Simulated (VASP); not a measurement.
Write the native input for VASP 6.6.1 that does the following.

| Property | Result |
| --- | --- |
| Task | band structure |
| Functional | TPSS |
| Potentials or basis | VASP PAW PBE potentials, release 64 (In_d, Pd) |
| Cutoff | 520 eV |
| k mesh | 8 × 8 × 8 |
| Occupations | fermi-dirac, width 0.05 eV |
| Spin | no spin polarisation |
| Further INCAR settings | ALGO = Normal; EDIFF = 1e-07 |

The structure of InPd lies in POSCAR:

```
InPd
1.0
    3.2718847800      0.0000000000      0.0000000000
    0.0000000000      3.2718847800      0.0000000000
    0.0000000000      0.0000000000      3.2718847800
In Pd
1 1
Direct
    0.0000000000      0.0000000000      0.0000000000
    0.5000000000      0.5000000000      0.5000000000
```

The cell comes from a database or a generator and needn't be the stable form of this composition.

The input as run:

INCAR

```
PREC = Accurate
ENCUT = 520
EDIFF = 1E-7
ISMEAR = -1
SIGMA = 0.05
LREAL = False
LASPH = True
NELM = 100
ALGO = Normal
ISIF = 2
LWAVE = False
LCHARG = False
LMAXMIX = 4
METAGGA = TPSS
LMIXTAU = True
```

KPOINTS

```
regular mesh
0
Gamma
  8 8 8
```

KPOINTS_OPT

```
path GXMGRX,MR
10
line-mode
reciprocal
 0.0000000000  0.0000000000  0.0000000000  G
 0.0000000000  0.5000000000  0.0000000000  X

 0.0000000000  0.5000000000  0.0000000000  X
 0.5000000000  0.5000000000  0.0000000000  M

 0.5000000000  0.5000000000  0.0000000000  M
 0.0000000000  0.0000000000  0.0000000000  G

 0.0000000000  0.0000000000  0.0000000000  G
 0.5000000000  0.5000000000  0.5000000000  R

 0.5000000000  0.5000000000  0.5000000000  R
 0.0000000000  0.5000000000  0.0000000000  X

 0.5000000000  0.5000000000  0.0000000000  M
 0.5000000000  0.5000000000  0.5000000000  R
```

Potentials or basis: VASP PAW PBE potentials, release 64 (In_d, Pd).

Command:

```console
$ cat potpaw_PBE.64/In_d/POTCAR potpaw_PBE.64/Pd/POTCAR > POTCAR
$ mpirun -np 1 vasp_std > vasp.out
```

It gave:

```json
{
 "Pressure": "-0.5 GPa",
 "Band gap along the path": "none (metal or under the smearing width)"
}
```

Caveat: the PAW data sets were made with another functional, which shifts forces and pressure a little; spin-orbit coupling is left out, which moves the levels of the heavy elements.

Wall time 37 s on 1 thread of Intel(R) Xeon(R) 6975P-C (Granite Rapids), with other jobs on the host, peak memory 0.16 GiB.
